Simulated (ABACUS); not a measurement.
# Ge under changes of volume

One of the cells (18.524 Å³/atom); the others are scaled copies at fixed shape and fractional positions:

```xyz
2
Lattice="-2.5745 2.5745 1.3974 2.5745 -2.5745 1.3974 2.5745 2.5745 -1.3974" Properties=species:S:1:pos:R:3 pbc="T T T"
Ge    0.0000    0.0000    1.3974
Ge    2.5745    0.0000    0.6987
```

This isn't the form of Ge at room conditions, which is diamond.

```yaml
Program: ABACUS 3.10.1
Functional: PBE
Potentials_or_basis: PseudoDojo NC SR 0.4.1 PBE standard
Cutoff: 1075 eV
Density_cutoff: 4299 eV
Basis: plane waves
k_mesh: 11 × 11 × 11
Occupations: fermi-dirac, width 0.05 eV
Spin: no spin polarisation
```

| volume (Å³/atom) | energy over the lowest point (meV/atom) | pressure (GPa) |
| --- | --- | --- |
| 17.413 | 49.87 | 9.1 |
| 17.783 | 31.43 | 6.9 |
| 18.154 | 17.66 | 5.0 |
| 18.524 | 8.09 | 3.3 |
| 18.895 | ? | ? |
| 19.265 | 0.00 | 0.3 |
| 19.636 | 0.81 | -1.0 |

What does the run at 18.895 Å³/atom give?

Energy over the lowest point 2.32 meV/atom; pressure 1.7 GPa.

Worked out: A Birch-Murnaghan fit of order 3 (a polynomial in V^(-2/3)) to the other rows has its minimum at 19.35 Å³/atom with B0 = V·E''(V) = 69 GPa and B' = 4.2 at fixed shape and positions, which overstates the stiffness. It gives 2.32 meV/atom at 18.895 Å³/atom, against the run's 2.32, and -dE/dV = 1.7 GPa, against 1.7.

Energies are extrapolated to zero smearing.
